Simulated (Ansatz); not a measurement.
# The perfect armchair graphene nanoribbon (N = 12, H edges), part 2 of 3

Wanted: the relaxed geometry and the bands of the armchair graphene nanoribbon (N = 12, H edges).

Ansatz 0.2.0; DFT PBE, plane waves, PAW; relaxation of a wire's period (the session's first sound run).

So far. Step 2 (Relaxing the period): The cell's length comes to 4.290 Å with spin left out.

## Step 3: The perfect wire

This step: DFT PBE, plane waves, PAW; bands of a perfect wire (Ansatz 0.2.0).

At the relaxed period the bands are computed along the axis; those that cross an energy going forward count the channels that a perfect wire would open there.

input.yaml reads:

```yaml
crystal:
  lattice:
    - [22.381, 0.0, 0.0]
    - [0.0, 7.0, 0.0]
    - [0.0, 0.0, 4.2902382092]
  atoms:
    - { symbol: C, position: [0.198436801, 0.5, 0.006809759] }
    - { symbol: C, position: [0.307161913, 0.5, 0.999970969] }
    - { symbol: C, position: [0.417438883, 0.5, 0.999548826] }
    - { symbol: C, position: [0.52760134, 0.5, 0.000254126] }
    - { symbol: C, position: [0.637505528, 0.5, 0.000607433] }
    - { symbol: C, position: [0.747797246, 0.5, 0.998757971] }
    - { symbol: C, position: [0.198436801, 0.5, 0.326523575] }
    - { symbol: C, position: [0.307161913, 0.5, 0.333362365] }
    - { symbol: C, position: [0.417438883, 0.5, 0.333784508] }
    - { symbol: C, position: [0.52760134, 0.5, 0.333079208] }
    - { symbol: C, position: [0.637505528, 0.5, 0.3327259] }
    - { symbol: C, position: [0.747797246, 0.5, 0.334575363] }
    - { symbol: H, position: [0.844378131, 0.5, 0.386943282] }
    - { symbol: H, position: [0.155621869, 0.5, 0.446390051] }
    - { symbol: C, position: [0.252202754, 0.5, 0.498757971] }
    - { symbol: C, position: [0.362494472, 0.5, 0.500607433] }
    - { symbol: C, position: [0.47239866, 0.5, 0.500254126] }
    - { symbol: C, position: [0.582561117, 0.5, 0.499548826] }
    - { symbol: C, position: [0.692838087, 0.5, 0.499970969] }
    - { symbol: C, position: [0.801563199, 0.5, 0.506809759] }
    - { symbol: C, position: [0.252202754, 0.5, 0.834575363] }
    - { symbol: C, position: [0.362494472, 0.5, 0.8327259] }
    - { symbol: C, position: [0.47239866, 0.5, 0.833079208] }
    - { symbol: C, position: [0.582561117, 0.5, 0.833784508] }
    - { symbol: C, position: [0.692838087, 0.5, 0.833362365] }
    - { symbol: C, position: [0.801563199, 0.5, 0.826523575] }
    - { symbol: H, position: [0.155621869, 0.5, 0.886943282] }
    - { symbol: H, position: [0.844378131, 0.5, 0.946390051] }
kpoints:
  mp_grid: { grid: [1, 1, 19] }
  band_path: { path: ["Γ", Z], npoints: 90 }
scf:
  occupations: { method: fermi_dirac, width: 0.05 }
hamiltonian:
  xc: pbe
output:
  dos: { e_range: [-5, 4] }
  write_potential: true
  write_density: true
  volumetric_format: npy
```

Command:

```console
$ ansatz run input.yaml --threads 4 --pin off --max-ram 16384MiB --backend cpu --events-out ev --progress --plain --runs-dir out
```

Numbers of over 12 decimals in the logs are rounded to 6 here.

Output:

```text
[...]
Crystal: 28 atoms, lattice volume = 672.139 Å³
Basis set: ecut = 420 eV, 13167 PW (Γ)
Bands: 78, of which v1, the nominal top of the filled ones, is band 50 counted from 1 (49 counted from 0)
Symmetry: 8 space group operations
[...]
k-points: 10 of 19
[...]
SCF iter   1: F=—  HF=-6085.848015 eV  |F-HF|=—  |Δ(HF+E_count)|=         —  Δρ=2.63e-3  dr2=1.48e-1  ethr=1.77e-3  ⟨swp⟩=9.8  Hψ=4712  notcnv=0  defer=140
[...]
SCF iter   8: F=-6085.815320 eV  HF=-6085.815319 eV  |F-HF|=3.61e-7  |Δ(HF+E_count)|=   5.01e-8  Δρ=4.09e-6  dr2=6.50e-8  ethr=1.00e-10  ⟨swp⟩=24.4  Hψ=5895  notcnv=0
SCF 1 converged in 8 iterations: F = -6085.815320 eV  dr2 = 6.50e-8
[...]
NSCF: frozen V_eff on 91 k-points
WARN: The output density's exchange-correlation potential varies sharply where the density is thin. Do not read a vacuum level from v_tot or v_xc, or from such a field of the output density. On a cell that repeats whose density bears no net charge and no dipole along the vacuum's axis use v_es (v_loc + v_h of the components); under efield.dipole_correction with no amplitude use v_es + v_field, which holds any externa [...]
SCF converged after 8 iterations
Free energy (F): -6085.815320 eV
[...]
Internal energy: -6085.815137 eV  (E = F + TS)
E sigma→0 (E₀):  -6085.815228 eV
Entropy (-TS):   -0.000183 eV (-0.007 meV/atom)
Fermi energy:    -0.369972 eV
[...]
--- Band table (eV; the first three rows and the last of 10) ---
  k-point 0: bands = [... 46 lower, -2.1997, -1.5566, -1.2197, -0.6711, -0.0688, 0.5033, 0.7157, 1.1388, ... 24 higher]
  k-point 1: bands = [... 46 lower, -2.3108, -1.6905, -1.2735, -0.9260, 0.1828, 0.5431, 0.8580, 1.2688, ... 24 higher]
  k-point 2: bands = [... 46 lower, -2.4790, -2.0195, -1.4230, -1.3506, 0.5989, 0.6524, 1.2127, 1.6155, ... 24 higher]
  k-point 9: bands = [... 46 lower, -3.6691, -3.4093, -2.9178, -2.7981, 1.4845, 1.6214, 2.3136, 2.6258, ... 24 higher]
```

It took 54 s on 4 threads of Arm Neoverse V2, shared host; peak memory 2.8 GiB.

In the SCF lines HF is the Harris–Foulkes energy and dr2 the Hartree energy of the density residual, in eV; the loop may stop once dr2 is under the threshold and the program's other checks hold. Hψ counts applications of the Hamiltonian.

Numbers from this step:

- band gap: 0.6022 eV

Electronic bands along the path, in eV, zero at the Fermi level; v1 is the highest filled band, c1 the lowest empty one:

| point | v4 | v3 | v2 | v1 | c1 | c2 | c3 | c4 |
| --- | --- | --- | --- | --- | --- | --- | --- | --- |
| Γ | -1.83 | -1.19 | -0.85 | -0.30 | 0.30 | 0.87 | 1.09 | 1.51 |
| halfway | -2.84 | -2.24 | -2.09 | -1.75 | 1.53 | 1.84 | 2.16 | 2.91 |
| Z | -3.17 | -3.17 | -2.49 | -2.49 | 1.92 | 1.92 | 2.84 | 2.84 |

The gap is 0.602 eV, with spin left out.

The path shows a direct gap of 0.60 eV (valence top at Γ, conduction bottom at Γ).

## Step 4: At a strained period, period over the relaxed period 0.96, k-mesh 1×1×15

This step: DFT PBE, plane waves, PAW; relaxation at a fixed period (Ansatz 0.2.0).

The period is set to 0.96 times the relaxed one and the atoms relax within it: strain changes bond lengths and angles, which shifts the bands against each other. Against the first PBE run of this kind, the mesh along the wire has 15 points against 19.

The cell differs from the one that the last finished run ended in (c 4.290 → 4.119 Å).

input.yaml: that of step 3 with these lines changed.

```diff
@@ -4,3 +4,3 @@
     - [0.0, 7.0, 0.0]
-    - [0.0, 0.0, 4.2902382092]
+    - [0.0, 0.0, 4.1186286808]
   atoms:
@@ -35,3 +35,3 @@
 kpoints:
-  mp_grid: { grid: [1, 1, 19] }
+  mp_grid: { grid: [1, 1, 15] }
   band_path: { path: ["Γ", Z], npoints: 90 }
@@ -41,6 +41,6 @@
   xc: pbe
+relax:
+  max_steps: 40
+  f_tol: 0.02
 output:
-  dos: { e_range: [-5, 4] }
-  write_potential: true
-  write_density: true
-  volumetric_format: npy
+  stress: true
```

Output:

```text
Warning: output.stress: scf.convergence.dr2_threshold = 1e-7 eV (the SCF's general default) is looser than the 2.8e-9 eV advised for a printed stress (1e-10 eV for each atom of the cell: 28). What an SCF threshold leaves in a stress goes as its square root, and in the free energy as the threshold itself, and one threshold admits the most on a small cell: [figures from the program's tests cut] Every solve of this run  [...]
[...]
Crystal: 28 atoms, lattice volume = 645.253 Å³
Basis set: ecut = 420 eV, 12609 PW (Γ), exchange–correlation on 300×96×60 points (8 copies of the dense FFT grid, shifted against one another)
Bands: 78, of which v1, the nominal top of the filled ones, is band 50 counted from 1 (49 counted from 0)
Symmetry: 8 space group operations
[...]
k-points: 8 of 15
[...]
SCF iter   1: F=—  HF=-6084.575745 eV  |F-HF|=—  |Δ(HF+E_count)|=         —  Δρ=2.41e-3  dr2=1.17e-1  ethr=1.77e-3  ⟨swp⟩=10.2  Hψ=3787  notcnv=0  defer=115
[...]
SCF iter   6: F=-6084.556937 eV  HF=-6084.556935 eV  |F-HF|=2.10e-6  |Δ(HF+E_count)|=   5.37e-5  Δρ=9.84e-6  dr2=5.96e-7  ethr=6.37e-9  ⟨swp⟩=4.0  Hψ=1833  notcnv=0
SCF 1 converged in 6 iterations: F = -6084.556937 eV  dr2 = 5.96e-7
[...]
relax step   1: F+E_penalty+E_count = -6084.55693742 eV  Δ(F+E_penalty+E_count) = +0.000e0 eV  max|allowed force component| = 1.676e0 eV/Å  Δτ_max = 0.0000 Å  (6 SCF iters, dr2 threshold 1.00e-5 eV, accepted)
[...]
SCF iter   5: F=-6084.707319 eV  HF=-6084.707335 eV  |F-HF|=1.68e-5  |Δ(HF+E_count)|=   4.06e-5  Δρ=4.54e-5  dr2=2.17e-5  ethr=1.00e-7  ⟨swp⟩=3.0  Hψ=2241  notcnv=0
SCF 2 converged in 5 iterations: F = -6084.707319 eV  dr2 = 2.17e-5
[...]
relax step   2: F+E_penalty+E_count = -6084.70731864 eV  Δ(F+E_penalty+E_count) = -1.504e-1 eV  max|allowed force component| = 4.046e-1 eV/Å  Δτ_max = 0.0524 Å  (5 SCF iters, dr2 threshold 1.00e-4 eV, accepted)
SCF iter   1: F=—  HF=-6084.734027 eV  |F-HF|=—  |Δ(HF+E_count)|=         —  Δρ=2.76e-3  dr2=2.38e-2  ethr=2.66e-4  ⟨swp⟩=3.9  Hψ=1511  notcnv=0  defer=157
[...]
SCF iter   5: F=-6084.727997 eV  HF=-6084.728002 eV  |F-HF|=4.90e-6  |Δ(HF+E_count)|=   8.17e-6  Δρ=2.25e-5  dr2=5.91e-6  ethr=1.02e-8  ⟨swp⟩=5.0  Hψ=2074  notcnv=0
SCF 3 converged in 5 iterations: F = -6084.727997 eV  dr2 = 5.91e-6
[...]
relax step   3: F+E_penalty+E_count = -6084.72799679 eV  Δ(F+E_penalty+E_count) = -2.068e-2 eV  max|allowed force component| = 7.545e-2 eV/Å  Δτ_max = 0.0210 Å  (5 SCF iters, dr2 threshold 1.02e-5 eV, accepted)
SCF iter   1: F=—  HF=-6084.728355 eV  |F-HF|=—  |Δ(HF+E_count)|=         —  Δρ=3.44e-4  dr2=4.40e-4  ethr=3.44e-6  ⟨swp⟩=2.0  Hψ=1207  notcnv=0  defer=159
[...]
SCF iter   5: F=-6084.728506 eV  HF=-6084.728506 eV  |F-HF|=5.92e-10  |Δ(HF+E_count)|=   3.96e-7  Δρ=3.02e-6  dr2=2.88e-8  ethr=1.00e-10  ⟨swp⟩=3.9  Hψ=2201  notcnv=0
SCF 4 converged in 5 iterations: F = -6084.728506 eV  dr2 = 2.88e-8
relax step   4: F+E_penalty+E_count = -6084.72850614 eV  Δ(F+E_penalty+E_count) = -5.094e-4 eV  max|allowed force component| = 8.613e-3 eV/Å  Δτ_max = 0.0033 Å  (5 SCF iters, accepted)
[...]
the band table was solved once a step of the walk had ended and its energy, with any forces and stress, was formed, with the checks that follow a solve (4543 applications of the Hamiltonian). They found nothing against the state; the energy, forces and stress were not computed again (output.eigenvalues in the input reference)
[...]
SCF converged after 5 iterations
Free energy (F): -6084.728506 eV
[...]
Internal energy: -6084.722341 eV  (E = F + TS)
E sigma→0 (E₀):  -6084.725423 eV
Entropy (-TS):   -0.006165 eV (-0.220 meV/atom)
Fermi energy:    -0.086538 eV
[...]
--- Forces (eV/Å), atoms counted from 1 ---
  atom   1  C      0.00708465     0.00000000    -0.00391298
  atom   2  C     -0.00388198     0.00000000     0.00415726
  atom   3  C     -0.00200315    -0.00000000    -0.00760614
  atom   4  C      0.00664558    -0.00000000     0.00223912
  atom   5  C     -0.00557022     0.00000000    -0.00064729
  atom   6  C     -0.00289996     0.00000000    -0.00861324
  atom   7  C      0.00708465    -0.00000000     0.00391298
  atom   8  C     -0.00388198    -0.00000000    -0.00415726
  atom   9  C     -0.00200315    -0.00000000     0.00760614
  atom  10  C      0.00664558     0.00000000    -0.00223912
  atom  11  C     -0.00557022    -0.00000000     0.00064729
  atom  12  C     -0.00289996    -0.00000000     0.00861324
  atom  13  H      0.00513083     0.00000000    -0.00275056
  atom  14  H     -0.00513083    -0.00000000     0.00275056
  atom  15  C      0.00289996     0.00000000    -0.00861324
  atom  16  C      0.00557022     0.00000000    -0.00064729
  atom  17  C     -0.00664558    -0.00000000     0.00223912
  atom  18  C      0.00200315     0.00000000    -0.00760614
  atom  19  C      0.00388198     0.00000000     0.00415726
  atom  20  C     -0.00708465     0.00000000    -0.00391298
  atom  21  C      0.00289996    -0.00000000     0.00861324
  atom  22  C      0.00557022    -0.00000000     0.00064729
  atom  23  C     -0.00664558     0.00000000    -0.00223912
  atom  24  C      0.00200315     0.00000000     0.00760614
  atom  25  C      0.00388198    -0.00000000    -0.00415726
  atom  26  C     -0.00708465    -0.00000000     0.00391298
  atom  27  H     -0.00513083     0.00000000    -0.00275056
  atom  28  H      0.00513083    -0.00000000     0.00275056
  max |Σ_I F_I| component: 8.67e-19 eV/Å
--- Stress (GPa, compression-positive) ---
       -0.017631      -0.000000      -0.000000
       -0.000000       0.123031       0.000000
       -0.000000       0.000000      13.306860
  P = ⅓ Tr σ = 4.4708 GPa (44.708 kbar)
--- Band table (eV; the first three rows and the last of 8) ---
  k-point 0: bands = [... 46 lower, -1.6852, -1.2320, -1.0508, -0.1644, -0.0087, 0.8997, 0.9889, 1.4276, ... 24 higher]
  k-point 1: bands = [... 46 lower, -1.8975, -1.3173, -1.2893, -0.6967, 0.5084, 1.0194, 1.1654, 1.6657, ... 24 higher]
  k-point 2: bands = [... 46 lower, -2.3987, -1.8626, -1.4825, -1.3055, 1.0754, 1.1122, 1.7373, 2.1139, ... 24 higher]
  k-point 7: bands = [... 46 lower, -3.6712, -3.3125, -2.9248, -2.7623, 1.6600, 1.8423, 2.4584, 2.8758, ... 24 higher]
--- Relaxed structure (4 steps of the walk, 4 accepted, 0 SCFs on fresh bases) ---
  F+E_penalty+E_count = -6084.72850614 eV   max|allowed force component| = 8.613e-3 eV/Å
  atoms:
    - { symbol: C, position: [0.195563, 0.500000, 0.00297914] }
    - { symbol: C, position: [0.305622, 0.500000, 0.998253] }
    - { symbol: C, position: [0.416790, 0.500000, 0.998251] }
    - { symbol: C, position: [0.527799, 0.500000, -0.00142738] }
    - { symbol: C, position: [0.638648, 0.500000, -0.00105053] }
    - { symbol: C, position: [0.749727, 0.500000, 0.997204] }
    - { symbol: C, position: [0.195563, 0.500000, 0.330354] }
    - { symbol: C, position: [0.305622, 0.500000, 0.335081] }
    - { symbol: C, position: [0.416790, 0.500000, 0.335083] }
    - { symbol: C, position: [0.527799, 0.500000, 0.334761] }
    - { symbol: C, position: [0.638648, 0.500000, 0.334384] }
    - { symbol: C, position: [0.749727, 0.500000, 0.336129] }
    - { symbol: H, position: [0.846733, 0.500000, 0.375320] }
    - { symbol: H, position: [0.153267, 0.500000, 0.458013] }
    - { symbol: C, position: [0.250273, 0.500000, 0.497204] }
    - { symbol: C, position: [0.361352, 0.500000, 0.498949] }
    - { symbol: C, position: [0.472201, 0.500000, 0.498573] }
    - { symbol: C, position: [0.583210, 0.500000, 0.498251] }
    - { symbol: C, position: [0.694378, 0.500000, 0.498253] }
    - { symbol: C, position: [0.804437, 0.500000, 0.502979] }
    - { symbol: C, position: [0.250273, 0.500000, 0.836129] }
    - { symbol: C, position: [0.361352, 0.500000, 0.834384] }
    - { symbol: C, position: [0.472201, 0.500000, 0.834761] }
    - { symbol: C, position: [0.583210, 0.500000, 0.835083] }
    - { symbol: C, position: [0.694378, 0.500000, 0.835081] }
    - { symbol: C, position: [0.804437, 0.500000, 0.830354] }
    - { symbol: H, position: [0.153267, 0.500000, 0.875320] }
    - { symbol: H, position: [0.846733, 0.500000, 0.958013] }
```

It took 59 s on 4 threads; peak memory 2.7 GiB; 3.9 min of CPU time.

Relaxation path:

```
step  energy less that of the first step (eV)  largest force component (eV/Å)
   1                                   0.0000                          1.6758
   2                                  -0.1504                          0.4046
   3                                  -0.1711                          0.0755
   4                                  -0.1716                          0.0086
```

The run keeps the 8 symmetry operations that it works with, so distortions that break them were not tested.

The atoms that moved most (Å):

| atom | dx | dy | dz | length |
| --- | --- | --- | --- | --- |
| H14 | -0.053 | 0.000 | 0.048 | 0.071 |
| H28 | 0.053 | 0.000 | 0.048 | 0.071 |
| H27 | -0.053 | 0.000 | -0.048 | 0.071 |
| H13 | 0.053 | 0.000 | -0.048 | 0.071 |
| C20 | 0.064 | 0.000 | -0.016 | 0.066 |
| C1 | -0.064 | 0.000 | -0.016 | 0.066 |
| C26 | 0.064 | 0.000 | 0.016 | 0.066 |
| C7 | -0.064 | 0.000 | 0.016 | 0.066 |

Final coordinates:

```xyz
28
Lattice="22.3810 0.0000 0.0000 0.0000 7.0000 0.0000 0.0000 0.0000 4.1186" Properties=species:S:1:pos:R:3
C     4.3769    3.5000    0.0123
C     6.8401    3.5000    4.1114
C     9.3282    3.5000    4.1114
C    11.8127    3.5000   -0.0059
C    14.2936    3.5000   -0.0043
C    16.7796    3.5000    4.1071
C     4.3769    3.5000    1.3606
C     6.8401    3.5000    1.3801
C     9.3282    3.5000    1.3801
C    11.8127    3.5000    1.3788
C    14.2936    3.5000    1.3772
C    16.7796    3.5000    1.3844
H    18.9507    3.5000    1.5458
H     3.4303    3.5000    1.8864
C     5.6014    3.5000    2.0478
C     8.0874    3.5000    2.0550
C    10.5683    3.5000    2.0534
C    13.0528    3.5000    2.0521
C    15.5409    3.5000    2.0521
C    18.0041    3.5000    2.0716
C     5.6014    3.5000    3.4437
C     8.0874    3.5000    3.4365
C    10.5683    3.5000    3.4381
C    13.0528    3.5000    3.4394
C    15.5409    3.5000    3.4394
C    18.0041    3.5000    3.4199
H     3.4303    3.5000    3.6051
H    18.9507    3.5000    3.9457
```

Numbers from this step:

* energy at zero smearing: -6084.7254 eV
* band gap: 0.1557 eV

Electronic bands along the path, in eV, zero at the Fermi level; v1 is the highest filled band, c1 the lowest empty one:

| point | v4 | v3 | v2 | v1 | c1 | c2 | c3 | c4 |
| --- | --- | --- | --- | --- | --- | --- | --- | --- |
| Γ | -1.60 | -1.15 | -0.96 | -0.08 | 0.08 | 0.99 | 1.08 | 1.51 |
| halfway | -2.88 | -2.44 | -2.26 | -1.94 | 1.51 | 1.87 | 2.11 | 2.98 |
| Z | -3.41 | -3.41 | -2.75 | -2.75 | 1.83 | 1.83 | 2.75 | 2.75 |

The gap is 0.156 eV, against 0.602 eV under PBE at the relaxed period.

## Step 5: Strain along the wire, period over the relaxed period 0.98, k-mesh 1×1×15

The period is set to 0.98 times the relaxed one and the atoms relax within it: strain changes bond lengths and angles, which shifts the bands against each other. Against the first PBE run of this kind, the mesh along the wire has 15 points against 19.

The cell differs from the one that the last finished run ended in (c 4.119 → 4.204 Å).

input.yaml: that of step 4 with these lines changed.

```diff
@@ -4,3 +4,3 @@
     - [0.0, 7.0, 0.0]
-    - [0.0, 0.0, 4.1186286808]
+    - [0.0, 0.0, 4.204433445]
   atoms:
```

Output:

```text
[...]
Crystal: 28 atoms, lattice volume = 658.696 Å³
Basis set: ecut = 420 eV, 12859 PW (Γ), exchange–correlation on 300×96×60 points (8 copies of the dense FFT grid, shifted against one another)
Bands: 78, of which v1, the nominal top of the filled ones, is band 50 counted from 1 (49 counted from 0)
Symmetry: 8 space group operations
[...]
- { symbol: H, position: [0.845398, 0.5, 0.380785] }
    - { symbol: H, position: [0.154602, 0.5, 0.452548] }
[...]
- { symbol: C, position: [0.472298, 0.5, 0.833811] }
    - { symbol: C, position: [0.582855, 0.5, 0.834416] }
    - { symbol: C, position: [0.693541, 0.5, 0.834101] }
    - { symbol: C, position: [0.802882, 0.5, 0.828451] }
    - { symbol: H, position: [0.154602, 0.5, 0.880785] }
    - { symbol: H, position: [0.845398, 0.5, 0.952548] }
[key lines of the parts left out:]
SCF converged after 5 iterations
Free energy (F): -6085.550837 eV
Fermi energy:    -0.231342 eV
P = ⅓ Tr σ = 2.1750 GPa (21.750 kbar)
```

Wall time 61 s (4 threads); peak memory 2.8 GiB.

Relaxation path:

```csv
step,energy less that of the first step (eV),largest force component (eV/Å)
1,0.0000,0.7644
2,-0.0340,0.2037
3,-0.0384,0.0368
4,-0.0385,0.0076
```

Forces are held to the 8 operations that the run works with; a distortion that breaks them can't arise in this run.

The atoms that moved most (Å):

| atom | dx | dy | dz | length |
| --- | --- | --- | --- | --- |
| H14 | -0.023 | 0.000 | 0.026 | 0.035 |
| H28 | 0.023 | 0.000 | 0.026 | 0.035 |
| H27 | -0.023 | 0.000 | -0.026 | 0.035 |
| H13 | 0.023 | 0.000 | -0.026 | 0.035 |
| C20 | 0.030 | 0.000 | -0.008 | 0.031 |
| C1 | -0.030 | 0.000 | -0.008 | 0.031 |
| C26 | 0.030 | 0.000 | 0.008 | 0.031 |
| C7 | -0.030 | 0.000 | 0.008 | 0.031 |

The relaxed structure:

```xyz
28
Lattice="22.3810 0.0000 0.0000 0.0000 7.0000 0.0000 0.0000 0.0000 4.2044" Properties=species:S:1:pos:R:3
C     4.4117    3.5000    0.0205
C     6.8589    3.5000    4.2012
C     9.3361    3.5000    4.1999
C    11.8105    3.5000   -0.0020
C    14.2793    3.5000   -0.0005
C    16.7558    3.5000    4.1959
C     4.4117    3.5000    1.3810
C     6.8589    3.5000    1.4047
C     9.3361    3.5000    1.4060
C    11.8105    3.5000    1.4035
C    14.2793    3.5000    1.4020
C    16.7558    3.5000    1.4100
H    18.9208    3.5000    1.6010
H     3.4602    3.5000    1.9027
C     5.6252    3.5000    2.0937
C     8.1017    3.5000    2.1017
C    10.5705    3.5000    2.1002
C    13.0449    3.5000    2.0977
C    15.5221    3.5000    2.0990
C    17.9693    3.5000    2.1227
C     5.6252    3.5000    3.5122
C     8.1017    3.5000    3.5042
C    10.5705    3.5000    3.5057
C    13.0449    3.5000    3.5082
C    15.5221    3.5000    3.5069
C    17.9693    3.5000    3.4832
H     3.4602    3.5000    3.7032
H    18.9208    3.5000    4.0049
```

The electronic bands at the labelled points (eV, zero at the Fermi level; v1 is the highest filled band, c1 the lowest empty one):

| point | v4 | v3 | v2 | v1 | c1 | c2 | c3 | c4 |
| --- | --- | --- | --- | --- | --- | --- | --- | --- |
| Γ | -1.72 | -1.08 | -0.99 | -0.20 | 0.20 | 0.97 | 1.04 | 1.51 |
| halfway | -2.86 | -2.32 | -2.20 | -1.84 | 1.52 | 1.86 | 2.14 | 2.95 |
| Z | -3.29 | -3.29 | -2.62 | -2.62 | 1.88 | 1.88 | 2.80 | 2.80 |

The gap is 0.397 eV, against 0.602 eV under PBE at the relaxed period.

(Continued in part 3 of 3.)

[Logs are printed without paths, hosts, clocks, repeated set-up lines and the standing remarks that a program may print on its own settings, such as how far it seeks lower states.]

[Hosts, paths, dates, database ids (printed as entryN), source tags and the programs' standing remarks are cut or masked in the printed files.]
